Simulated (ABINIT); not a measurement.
# ScAl3 (Pm-3m) in ABINIT: settings compared, part 2 of 2

ABINIT 10.8.3 (patched build). Earlier steps stand in the parts before.

### Step 4. Equation of state, revPBE+D3

The input, run.abi:

```
# Datasets: one volume each
ndtset 7
getwfk -1
scalecart1 3*0.9795861087
scalecart2 3*0.9864848297
scalecart3 3*0.9932883884
scalecart4 3*1.0000000000
scalecart5 3*1.0066227096
scalecart6 3*1.0131594038
scalecart7 3*1.0196128224

# Pseudopotentials
pp_dirpath "./"
pseudos "Sc.GGA_PBE-JTH.xml, Al.GGA_PBE-JTH.xml"

# Structure
acell 4.08780657 4.08780657 4.08780657 Angstrom
rprim
     1.0000000000     0.0000000000     0.0000000000
     0.0000000000     1.0000000000     0.0000000000
     0.0000000000     0.0000000000     1.0000000000
ntypat 2
znucl 21 13
natom 4
typat 1 2 2 2
xred
     0.0000000000     0.0000000000     0.0000000000
     0.5000000000     0.5000000000     0.0000000000
     0.0000000000     0.5000000000     0.5000000000
     0.5000000000     0.0000000000     0.5000000000

# Plane-wave basis
ecut 15.0
pawecutdg 30.0

# k points
kptopt 1
ngkpt 7 7 7
nshiftk 1
shiftk 0.0 0.0 0.0

# Exchange and correlation
ixc 14
vdw_xc 6

# Bands and occupations
nband 14
occopt 3
tsmear 0.05 eV

# SCF cycle
nstep 100
tolvrs 1.0e-9

# Output
iomode 3
prtwf 1
prtden 0
prteig 0
prtebands 0
enunit 1
```

Potentials or basis: JTH PAW PBE v2.0.

The run is started by

```console
> abinit run.abi > log 2>&1
```

run.abo:

```text
.Version 10.8.3 of ABINIT
 DATASET    1 : space group Pm -3 m (#221); Bravais cP (primitive cubic)
================================================================================
 Values of the parameters that define the memory need for DATASET  1.
     intxc =       0    ionmov =       0      iscf =      17    lmnmax =      18
     lnmax =       6     mgfft =      30  mpssoang =       3    mqgrid =    3001
     natom =       4  nloc_mem =       2    nspden =       1   nspinor =       1
    nsppol =       1      nsym =      48    n1xccc =       1    ntypat =       2
    occopt =       3   xclevel =       2
       mpw =        1225          nfft =       27000          nkpt =          20
 PAW method is used; the additional fine FFT grid is defined by:
   mgfftf=        40    nfftf =     64000
================================================================================
================================================================================
[... 71 lines left out ...]
 DATASET    7 : space group Pm -3 m (#221); Bravais cP (primitive cubic)
================================================================================
[... 1671 lines left out ...]
                       2.0439032850E+00  2.0439032850E+00  0.0000000000E+00
                       0.0000000000E+00  2.0439032850E+00  2.0439032850E+00
                       2.0439032850E+00  0.0000000000E+00  2.0439032850E+00
           xangst5     0.0000000000E+00  0.0000000000E+00  0.0000000000E+00
                       2.0574394629E+00  2.0574394629E+00  0.0000000000E+00
                       0.0000000000E+00  2.0574394629E+00  2.0574394629E+00
                       2.0574394629E+00  0.0000000000E+00  2.0574394629E+00
           xangst6     0.0000000000E+00  0.0000000000E+00  0.0000000000E+00
                       2.0707998337E+00  2.0707998337E+00  0.0000000000E+00
                       0.0000000000E+00  2.0707998337E+00  2.0707998337E+00
                       2.0707998337E+00  0.0000000000E+00  2.0707998337E+00
           xangst7     0.0000000000E+00  0.0000000000E+00  0.0000000000E+00
                       2.0839899971E+00  2.0839899971E+00  0.0000000000E+00
                       0.0000000000E+00  2.0839899971E+00  2.0839899971E+00
                       2.0839899971E+00  0.0000000000E+00  2.0839899971E+00
             xred      0.0000000000E+00  0.0000000000E+00  0.0000000000E+00
                       5.0000000000E-01  5.0000000000E-01  0.0000000000E+00
                       0.0000000000E+00  5.0000000000E-01  5.0000000000E-01
                       5.0000000000E-01  0.0000000000E+00  5.0000000000E-01
 Calculation completed.
```

Wall time 96 s (1 thread of Arm Neoverse V1, shared host); peak memory 0.14 GiB.

What came out:

* Equilibrium volume: 16.64 Å³/atom
* Bulk modulus: 89 GPa
* Pressure derivative of the bulk modulus: 4.0

Energy against volume, from the lowest point:
```csv
volume (Å³/atom),energy (meV/atom)
16.052,5.97
16.394,0.89
16.735,0.00
17.077,2.94
17.419,9.28
17.760,18.74
18.102,30.97
```

Caveat: pressures at fixed basis lie under the slope of the energies; the PAW data sets were made with another functional, which shifts forces and pressure a little.

### Step 5. Band structure, revPBE

The input, run.abi:

```
ndtset 2

pp_dirpath "./"
pseudos "Sc.GGA_PBE-JTH.xml, Al.GGA_PBE-JTH.xml"

acell 4.08780657 4.08780657 4.08780657 Angstrom
rprim
     1.0000000000     0.0000000000     0.0000000000
     0.0000000000     1.0000000000     0.0000000000
     0.0000000000     0.0000000000     1.0000000000
ntypat 2
znucl 21 13
natom 4
typat 1 2 2 2
xcart
     0.0000000000     0.0000000000     0.0000000000
     2.0439032850     2.0439032850     0.0000000000
     0.0000000000     2.0439032850     2.0439032850
     2.0439032850     0.0000000000     2.0439032850 Angstrom

ecut 15.0
pawecutdg 30.0

ixc 14

occopt 3
tsmear 0.00183747

nstep 100

iomode 3
prtwf 0
prteig 0
prtebands 0
enunit 1
prtden1 1

kptopt1 1
ngkpt1 7 7 7
nshiftk1 1
shiftk1 0.0 0.0 0.0
nband1 14
tolvrs1 1.0e-9

iscf2 -2
getden2 1
nband2 20
nbdbuf2 4
tolwfr2 1.0e-11
kptopt2 -5
ndivsm2 8
prteig2 1
prtvol2 -3
kptbounds2
     0.0000000000     0.0000000000     0.0000000000
     0.0000000000     0.5000000000     0.0000000000
     0.5000000000     0.5000000000     0.0000000000
     0.0000000000     0.0000000000     0.0000000000
     0.5000000000     0.5000000000     0.5000000000
     0.0000000000     0.5000000000     0.0000000000
```

Potentials or basis: JTH PAW PBE v2.0.

The run is started by

```console
> abinit run.abi > log 2>&1
```

run.abo:

```text
.Version 10.8.3 of ABINIT
 DATASET    1 : space group Pm -3 m (#221); Bravais cP (primitive cubic)
================================================================================
 Values of the parameters that define the memory need for DATASET  1.
     intxc =       0    ionmov =       0      iscf =      17    lmnmax =      18
     lnmax =       6     mgfft =      30  mpssoang =       3    mqgrid =    3001
     natom =       4  nloc_mem =       2    nspden =       1   nspinor =       1
    nsppol =       1      nsym =      48    n1xccc =       1    ntypat =       2
    occopt =       3   xclevel =       2
       mpw =        1293          nfft =       27000          nkpt =          20
 PAW method is used; the additional fine FFT grid is defined by:
   mgfftf=        40    nfftf =     64000
================================================================================
================================================================================

 DATASET    2 : space group Pm -3 m (#221); Bravais cP (primitive cubic)
[... 1035 lines left out ...]

== END DATASET(S) ==============================================================
================================================================================

 -outvars: echo values of variables after computation  --------
            acell      7.7248348730E+00  7.7248348730E+00  7.7248348730E+00 Bohr
           etotal1    -5.3315000581E+01
            fcart1    -0.0000000000E+00 -0.0000000000E+00 -0.0000000000E+00
                      -0.0000000000E+00 -0.0000000000E+00 -0.0000000000E+00
                      -0.0000000000E+00 -0.0000000000E+00 -0.0000000000E+00
                      -0.0000000000E+00 -0.0000000000E+00 -0.0000000000E+00
           strten1    -8.1077706449E-05 -8.1077706449E-05 -8.1077706449E-05
                       0.0000000000E+00  0.0000000000E+00  0.0000000000E+00
           xangst      0.0000000000E+00  0.0000000000E+00  0.0000000000E+00
                       2.0439032850E+00  2.0439032850E+00  0.0000000000E+00
                       0.0000000000E+00  2.0439032850E+00  2.0439032850E+00
                       2.0439032850E+00  0.0000000000E+00  2.0439032850E+00
             xred      0.0000000000E+00  0.0000000000E+00  0.0000000000E+00
                       5.0000000000E-01  5.0000000000E-01  0.0000000000E+00
                       0.0000000000E+00  5.0000000000E-01  5.0000000000E-01
                       5.0000000000E-01  0.0000000000E+00  5.0000000000E-01
 Calculation completed.
```

Wall time 43 s (1 thread of Arm Neoverse V1, shared host); peak memory 0.13 GiB.

Results:

```
Free energy                                           : -1450.7751 eV
Pressure                                              : 2.4 GPa
Band gap on the k mesh                                : none (metal or under the smearing width)
Valence electrons inside the program's atomic spheres : Sc 9.32; Al 0.73
```

Levels at the corners of the path, in eV from the Fermi level:
```csv
point,band 6,band 7,band 8,band 9,band 10,band 11,band 12,band 13,band 14,band 15
Γ,-2.52,-2.52,-1.74,-1.74,-1.74,1.33,1.40,1.40,1.40,4.93
X,-7.24,-1.63,-1.63,-1.39,1.01,1.07,1.07,1.42,1.74,2.29
M,-5.54,-5.54,-4.29,-0.45,-0.45,1.28,1.48,2.19,2.62,3.52
Γ,-2.52,-2.52,-1.74,-1.74,-1.74,1.33,1.40,1.40,1.40,4.93
R,-4.69,-4.69,-4.39,-2.89,-2.89,-2.89,1.04,2.73,2.73,4.15
X,-7.24,-1.63,-1.63,-1.39,1.01,1.07,1.07,1.42,1.74,2.29
```

Caveat: the PAW data sets were made with another functional, which shifts forces and pressure a little.

### Step 6. Summary

| task | level | potentials or basis | cutoff (eV) | fine-grid cutoff | gap on the mesh (eV) | pressure (GPa) | V0 of scaled cells (Å³/atom) | B0 (GPa) |
| --- | --- | --- | --- | --- | --- | --- | --- | --- |
| equation of state | LDA | JTH PAW LDA v2.0 | 544 | 1088.46 eV | - | - | 16.38 | 97 |
| band structure | BLYP | JTH PAW PBE v2.0 | 408 | 816.342 eV | none | 3.8 | - | - |
| equation of state | revPBE+D3 | JTH PAW PBE v2.0 | 408 | 816.342 eV | - | - | 16.64 | 89 |
| band structure | revPBE | JTH PAW PBE v2.0 | 408 | 816.342 eV | none | 2.4 | - | - |

Alike in all rows: no spin polarisation; cell as given; k mesh 7 × 7 × 7; smearing fermi-dirac 0.05 eV.

Caveats: the PAW data sets were made with another functional, which shifts forces and pressure a little (some runs); pressures at fixed basis lie under the slope of the energies (some runs).

Absolute energies hang on the potentials; compare differences alone.

### Step 7. Comparison with measurements

Step 2. A measured bulk modulus of ScAl3 is 91.5 GPa (298 K; quoted in “A Combined Experimental and First-Principles Based Assessment of Finite-Temperature Thermodynamic Properties of Intermetallic Al3Sc”, 2021, pmc:8067998); the calculated 97 GPa misses it by +6.5 %. The fit is for a static lattice scaled at fixed shape and fixed fractional positions.

Step 4. Against the measured bulk modulus of ScAl3, 91.5 GPa (298 K; quoted in “A Combined Experimental and First-Principles Based Assessment of Finite-Temperature Thermodynamic Properties of Intermetallic Al3Sc”, 2021, pmc:8067998), the calculated 89 GPa is off by -2.4 %. The fit is for a static lattice scaled at fixed shape and fixed fractional positions.
